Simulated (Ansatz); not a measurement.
**An O vacancy in rocksalt SrO, 63 atoms, charge +2**

How high is the barrier for this jump? The start is relaxed, a band joins it to the far end, and PBEsol and HSE06 are the levels used.

Method: density functional theory in Ansatz 0.2.0, PAW datasets, plane waves.

## (1) Starting point

63 atoms (31 O, 32 Sr); a = 10.245 Å, b = 10.245 Å, c = 10.245 Å, α = 90.00°, β = 90.00°, γ = 90.00°. All atoms were shaken off their sites by about 0.02 Å along each axis; atoms next to an added one may be pushed further to make room. Defect site 1: (0.250, 0.500, 0.500).

Plan of the steps: (2) PBEsol relaxation at the single k point (¼, ¼, ¼), on 1 × NVIDIA GB300 Max-Q with 8 threads of Arm Neoverse-V2; (3) HSE06 single point at the single k point (¼, ¼, ¼), on 1 × NVIDIA GB300 Max-Q with 8 threads of Arm Neoverse-V2; (4) PBEsol band at the single k point (¼, ¼, ¼), on 1 × NVIDIA GB300 Max-Q with 8 threads of Arm Neoverse-V2; (5) HSE06 single point at the single k point (¼, ¼, ¼), on 1 × NVIDIA GB300 Max-Q with 8 threads of Arm Neoverse-V2.

## (2) Relaxation of the positions (PBEsol)

The input, in.yaml:

```yaml
crystal:
  lattice:
    - [10.245493, 0.000000, 0.000000]
    - [0.000000, 10.245493, 0.000000]
    - [0.000000, 0.000000, 10.245493]
  atoms:
    - { symbol: O, position: [0.248296, 0.999981, 0.998509] }
    - { symbol: O, position: [0.252392, 0.003111, 0.502723] }
    - { symbol: O, position: [0.252171, 0.498502, 0.000910] }
    - { symbol: O, position: [0.751441, 0.002612, 0.000453] }
    - { symbol: O, position: [0.752206, 0.999005, 0.503176] }
    - { symbol: O, position: [0.749631, 0.499299, 0.000047] }
    - { symbol: O, position: [0.747385, 0.499949, 0.501193] }
    - { symbol: O, position: [0.001107, 0.246140, 0.001415] }
    - { symbol: O, position: [0.003842, 0.248487, 0.501755] }
    - { symbol: O, position: [0.997193, 0.750439, 0.999543] }
    - { symbol: O, position: [0.000722, 0.749986, 0.501821] }
    - { symbol: O, position: [0.499442, 0.248581, 0.001398] }
    - { symbol: O, position: [0.499458, 0.250614, 0.498882] }
    - { symbol: O, position: [0.502035, 0.751178, 0.998681] }
    - { symbol: O, position: [0.499702, 0.750455, 0.499453] }
    - { symbol: O, position: [0.998058, 0.000873, 0.251158] }
    - { symbol: O, position: [0.996506, 0.000669, 0.750903] }
    - { symbol: O, position: [0.001798, 0.499209, 0.250580] }
    - { symbol: O, position: [0.001307, 0.497567, 0.750613] }
    - { symbol: O, position: [0.503226, 0.998943, 0.249279] }
    - { symbol: O, position: [0.499195, 0.999660, 0.745494] }
    - { symbol: O, position: [0.497479, 0.503276, 0.247538] }
    - { symbol: O, position: [0.503220, 0.501749, 0.747808] }
    - { symbol: O, position: [0.248642, 0.247243, 0.248783] }
    - { symbol: O, position: [0.250871, 0.249463, 0.751896] }
    - { symbol: O, position: [0.250286, 0.750323, 0.249815] }
    - { symbol: O, position: [0.247459, 0.752092, 0.750187] }
    - { symbol: O, position: [0.750844, 0.249309, 0.249493] }
    - { symbol: O, position: [0.754005, 0.250999, 0.748935] }
    - { symbol: O, position: [0.748137, 0.752012, 0.246769] }
    - { symbol: O, position: [0.748253, 0.748708, 0.750752] }
    - { symbol: Sr, position: [0.001848, 0.002035, 0.000354] }
    - { symbol: Sr, position: [0.998009, 0.999529, 0.502005] }
    - { symbol: Sr, position: [0.999219, 0.497346, 0.001351] }
    - { symbol: Sr, position: [0.999893, 0.502998, 0.498340] }
    - { symbol: Sr, position: [0.502646, 0.000900, 0.003012] }
    - { symbol: Sr, position: [0.498440, 0.997785, 0.501308] }
    - { symbol: Sr, position: [0.498874, 0.497005, 0.000837] }
    - { symbol: Sr, position: [0.499654, 0.501223, 0.497034] }
    - { symbol: Sr, position: [0.250268, 0.249665, 0.002984] }
    - { symbol: Sr, position: [0.252677, 0.247679, 0.502330] }
    - { symbol: Sr, position: [0.249882, 0.750926, 0.000945] }
    - { symbol: Sr, position: [0.251221, 0.750492, 0.496780] }
    - { symbol: Sr, position: [0.751733, 0.250449, 0.001629] }
    - { symbol: Sr, position: [0.749667, 0.248851, 0.499096] }
    - { symbol: Sr, position: [0.747812, 0.749691, 0.001787] }
    - { symbol: Sr, position: [0.748075, 0.748943, 0.498677] }
    - { symbol: Sr, position: [0.250867, 0.999407, 0.249869] }
    - { symbol: Sr, position: [0.253188, 0.000553, 0.750538] }
    - { symbol: Sr, position: [0.251866, 0.499435, 0.249252] }
    - { symbol: Sr, position: [0.247671, 0.500060, 0.751080] }
    - { symbol: Sr, position: [0.749921, 0.998263, 0.245736] }
    - { symbol: Sr, position: [0.751420, 0.000746, 0.754440] }
    - { symbol: Sr, position: [0.747354, 0.500362, 0.248753] }
    - { symbol: Sr, position: [0.749492, 0.496151, 0.750943] }
    - { symbol: Sr, position: [0.000365, 0.250857, 0.251785] }
    - { symbol: Sr, position: [0.998929, 0.247228, 0.746419] }
    - { symbol: Sr, position: [0.999842, 0.747932, 0.250071] }
    - { symbol: Sr, position: [0.999407, 0.751574, 0.749108] }
    - { symbol: Sr, position: [0.500428, 0.251625, 0.247369] }
    - { symbol: Sr, position: [0.499467, 0.251565, 0.750235] }
    - { symbol: Sr, position: [0.497781, 0.752787, 0.251086] }
    - { symbol: Sr, position: [0.499283, 0.750030, 0.748278] }
  symmetry: { detect: false }
kpoints:
  mp_grid: { grid: [1, 1, 1], shift: [0.25, 0.25, 0.25] }
hamiltonian:
  xc: pbesol
total_charge: 2
scf:
  occupations: { method: fermi_dirac, width: 0.01 }
relax:
  f_tol: 0.03
  max_steps: 80
  escape_saddle: false
  adjacent_minimum: "off"
output:
  forces: true
  eigenvalues: true
  populations: true
  charged_corrections: { epsilon: 14.5 }
```

On the command line:

```sh
> ansatz run in.yaml --threads 8 --pin off --max-ram 118750MiB --runs-dir r --events-out ev --progress --plain --backend cuda --devices 0,
```

Further steps of the session: HSE06 single point; Nudged elastic band for the jump; HSE06 single point.

Q: Predict the outcome of this session. Wanted: for each run, top filled to lowest empty.

The runs gave:

```
                   level         time  top filled to lowest empty (eV)
      PBEsol, relaxation  4.9 s (GPU)                             2.19
                   HSE06   23 s (GPU)                             3.42
HSE06, at the band's top   23 s (GPU)                             4.19
```

| quantity | value |
| --- | --- |
| relaxation | 4 recorded steps, 1.85 eV gained |
| largest shift | 0.20 Å (Sr39) |
| barrier forwards, backwards | 1.56, 1.56 eV |
| jump | O by 3.50 Å |
| band iterations | 6 |
| top less start by HSE06 | 1.65 eV |

**What this shows.** The relaxation lowers the energy by 1.85 eV; the largest shift is 0.20 Å (Sr39). Part of this undoes the random shake of the start. The PBEsol barrier is 1.56 eV forwards and 1.56 eV back, about 60 times kT at 300 K, without charge corrections. The cell's size and k points aren't converged for it. The top is a first-order saddle. On the same two geometries HSE06 gives 1.65 eV. At the same k points, PBEsol gives a spacing 1.24 eV smaller than the 3.42 eV of HSE06. In a defect cell this spacing can involve defect levels, so it need not be the gap.
